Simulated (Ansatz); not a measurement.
# P (Cmce) in Ansatz: further runs, part 2 of 2

Ansatz 0.2.0. The steps go on from the part before.

## Step 4: Relaxation of cell and atoms, PBE, target pressure 30 GPa, at which the enthalpy is minimised

Contents of input.yaml:

```yaml
crystal:
  lattice:
    - [1.6477431241, -5.4650377251, 0.0]
    - [1.6477431241, 5.4650377251, 0.0]
    - [0.0, 0.0, 4.54363559]
  atoms:
    - { symbol: P, position: [0.90414313, 0.09585687, 0.58881517] }
    - { symbol: P, position: [0.09585687, 0.90414313, 0.41118483] }
    - { symbol: P, position: [0.59585687, 0.40414313, 0.08881517] }
    - { symbol: P, position: [0.40414313, 0.59585687, 0.91118483] }
hamiltonian:
  xc: pbe
  pseudopotentials: { kind: paw }
kpoints:
  mp_grid: { grid: [8, 8, 6] }
scf:
  occupations: { method: fermi_dirac, width: 0.05 }
output:
  forces: true
  stress: true
  eigenvalues: true
relax:
  f_tol: 0.01
  max_steps: 40
  cell: { stress_tol: 0.05, p_target: 30.0 }
```

Potentials or basis: Ansatz PAW.

The run is started by

```sh
$ ansatz run input.yaml --threads 2 --pin off --max-ram 5632MiB --backend cpu --events-out ev --progress --plain --runs-dir out
```

What it wrote:

```text
Warning: RAYON_NUM_THREADS=2 ignored (pool sized by the plan → 2); use --threads N
Engine: ansatz 0.2.0, aarch64-unknown-linux-gnu
Pseudopotentials: kind: paw
Pseudopotential: P, paw, valence charge 5, recommended cutoff 420 eV (normal), P.paw.azcp
Functional definition: PBE
  parameter kappa = 0.804
  parameter beta = 0.06672455060314922
  exchange = pbe_x(kappa = kappa, mu = beta*pi^2/3)
  correlation = pbe_c(beta = beta)
Crystal: 4 atoms, lattice volume = 81.831 Å³
Basis set: ecut = 420 eV, 1649 PW (Γ), exchange–correlation on 80×80×64 points (8 copies of the dense FFT grid, shifted against one another)
Bands: 14, of which v1, the nominal top of the filled ones, is band 10 counted from 1 (9 counted from 0)
Symmetry: 8 space group operations
Space group: Cmce (ITA 64), of the structure as read, at distance tolerance 4.3e-5 Å
k-points: 84 of 384
Non-local potential: P, projectors of the file, l = 0: 2, l = 1: 2, l = 2: 2
PAW form: soft (Blöchl's): semilocal exchange-correlation on the pseudo side does not see the compensation charge
PAW one-centre angular grid: P, 110 points (default); XC on 64 Gauss nodes
Initial density: superposition of atomic densities (neutral atoms: chi_scale 0, normalization atom), corrected by the library's trained network
Initial wavefunctions: pseudopotential atomic-orbital guess
Functional: x = pbe(κ = 0.804, μ = 0.2195149727645171), c = pbe(β = 0.06672455060314922)
SCF iter   1: F=—  HF=-3022.675496 eV  |F-HF|=—  |Δ(HF+E_count)|=         —  Δρ=1.99e-3  dr2=2.51e-3  ethr=1.77e-3  ⟨swp⟩=7.5  Hψ=8667  notcnv=0
[... 220 lines left out ...]
  E_xc         = -255.209873
  E_vxc        = -255.699822  (∫ρ·V_xc dr)
  E_paw        = -2277.385996  (= ΣΔE_a)
  E_vpaw       = -30.130051  (= ΣTr[D̂ρ^β])
  E_aug_tail   = 0.000013  (compensation charges beyond the density's cutoff)
  E_ewald      = -890.500630
  E_smearing   = -0.008914  (= −TS)
  E_closure    = 0.000000  (closes the sum)
  Σ components = -3020.750158   (vs F -3020.750158, Δ=0.00e0)
--- Forces (eV/Å), atoms counted from 1 ---
  atom   1  P     -0.00000000    -0.00143015     0.00014964
  atom   2  P      0.00000000     0.00143015    -0.00014964
  atom   3  P      0.00000000     0.00143015     0.00014964
  atom   4  P     -0.00000000    -0.00143015    -0.00014964
  max |Σ_I F_I| component: 0.00e0 eV/Å
--- Stress (GPa, compression-positive) ---
       29.985228       0.000000       0.000000
        0.000000      29.971750       0.000000
        0.000000       0.000000      29.989396
  P = ⅓ Tr σ = 29.9821 GPa (299.821 kbar)
--- Band table (eV; the first three rows and the last of 84) ---
  k-point 0: bands = ["-4.4364", "0.7979", "3.9284", "6.6547", "6.8064", "10.2116", "10.5139", "10.7796", "12.3163", "12.5201", "16.1338", "16.3587", "16.9267", "19.3680"]
  k-point 1: bands = ["-4.1090", "1.1153", "3.5293", "4.2366", "8.4354", "9.5839", "10.5154", "11.0825", "11.8186", "13.5236", "15.9296", "17.8036", "17.8218", "18.3639"]
  k-point 2: bands = ["-3.1304", "0.7038", "2.1112", "5.1523", "5.8347", "8.5794", "11.4248", "11.9872", "13.2445", "14.7475", "15.0983", "15.6553", "17.2368", "17.9647"]
  k-point 83: bands = ["-0.3486", "-0.3486", "0.5916", "0.5916", "11.8698", "11.8698", "11.8909", "11.8909", "13.7279", "13.7279", "14.6835", "14.6835", "15.5675", "15.5675"]
--- Relaxed structure (18 steps of the walk, 14 accepted, 1 SCFs on fresh bases) ---
  F+E_penalty+E_count = -3020.75015787 eV   max|allowed force component| = 1.430e-3 eV/Å   (the final SCF, on the basis selected at the relaxed cell)
  cell:  # Å, volume = 48.8271 Å³
    - [1.5370747780824041, -4.605499121439052, 2.8184899320974425e-17]
    - [1.5370747780824041, 4.605499121439052, 2.818489932097434e-17]
    - [7.771958491727505e-17, -3.653282641705873e-32, 3.448730899817232]
  atoms:
    - { symbol: P, position: [0.8788539109357971, 0.12114608906420286, 0.5054878807922624] }
    - { symbol: P, position: [0.12114608906420286, 0.8788539109357971, 0.4945121192077378] }
    - { symbol: P, position: [0.6211460890642029, 0.3788539109357971, 0.00548788079226214] }
    - { symbol: P, position: [0.3788539109357971, 0.6211460890642029, 0.9945121192077379] }
```

Wall time 52 s (2 threads of Arm Neoverse V2, shared host); peak memory 0.4 GiB.

What came out:

- Free energy: -3020.7502 eV
- Relaxed volume: 12.21 Å³/atom
- Relaxed cell: a = 4.855 Å, b = 4.855 Å, c = 3.449 Å, α = 90.00°, β = 90.00°, γ = 143.09°
- Space group after relaxing (to 0.05 Å): Cmce (No. 64)
- Energy change on relaxing (the enthalpy is what falls): +481.2 meV/atom
- Ionic steps: 15
- Pressure after relaxing: 30.0 GPa
- Band gap on the k mesh: none (metal or under the smearing width)

Step by step:
```csv
step,energy change (eV),largest force (eV/Å),volume (Å³)
1,0.0000,0.3378,81.83
2,0.2409,0.5893,71.00
3,0.6539,0.8979,62.89
4,1.1547,1.0390,56.29
5,1.5856,0.9951,51.99
6,1.7602,0.2557,49.81
7,1.9013,0.0683,48.96
8,1.9574,0.0277,48.65
9,1.9374,0.0250,48.76
10,1.9223,0.0145,48.83
11,1.9198,0.0043,48.84
12,1.9272,0.0035,48.81
13,1.9207,0.0004,48.84
14,1.9231,0.0016,48.83
15,1.9248,0.0014,48.83
```

Final structure:
```xyz
4
Lattice="1.5371 -4.6055 0.0000 1.5371 4.6055 0.0000 0.0000 0.0000 3.4487" Properties=species:S:1:pos:R:3 pbc="T T T"
P     1.5371   -3.4896    1.7433
P     1.5371    3.4896    1.7054
P     1.5371   -1.1159    0.0189
P     1.5371    1.1159    3.4298
```

Levels at points of the mesh, in eV from the Fermi level:
```
              k point  band 7  band 8  band 9  band 10  band 11  band 12  band 13  band 14
   (0.00, 0.00, 0.00)   -3.55   -3.28   -1.75    -1.54     2.07     2.29     2.86     5.30
  (0.00, 0.00, -0.50)   -1.18   -1.18   -0.47    -0.47     1.12     1.12     2.19     2.19
  (0.00, -0.50, 0.00)   -3.53   -3.53   -1.60    -1.60    -1.02    -1.02     1.07     1.07
 (0.00, -0.50, -0.50)   -7.97   -7.97   -2.79    -2.79     0.57     0.57     6.99     6.99
 (-0.50, -0.50, 0.00)   -4.15   -4.13   -2.99    -1.16    -0.24     2.43     4.41     5.21
(-0.50, -0.50, -0.50)   -2.17   -2.17   -0.34    -0.34     0.62     0.62     1.50     1.50
```

Caveat: the volume moved by over 15 % at a fixed basis, so the end points are rough; the plane-wave basis is chosen anew once the cell has moved, so the energies of steps on either side of that aren't comparable.

## Step 5: Overview

```csv
cell,target pressure (GPa),gap on the mesh (eV),pressure (GPa)
relaxed to 10 GPa,10,none,10.0
relaxed to 20 GPa,20,none,20.0
relaxed to 30 GPa,30,none,30.0
```

Alike in all rows: task relaxation of cell and atoms; level PBE; potentials or basis Ansatz PAW; no spin polarisation; k mesh 8 × 8 × 6; cutoff (eV) 420; smearing fermi-dirac 0.05 eV.

Caveats: the volume moved by over 15 % at a fixed basis, so the end points are rough; the plane-wave basis is chosen anew once the cell has moved, so the energies of steps on either side of that aren't comparable.

Total energies depend on the potentials used, so only differences within one code and one set of settings carry meaning.
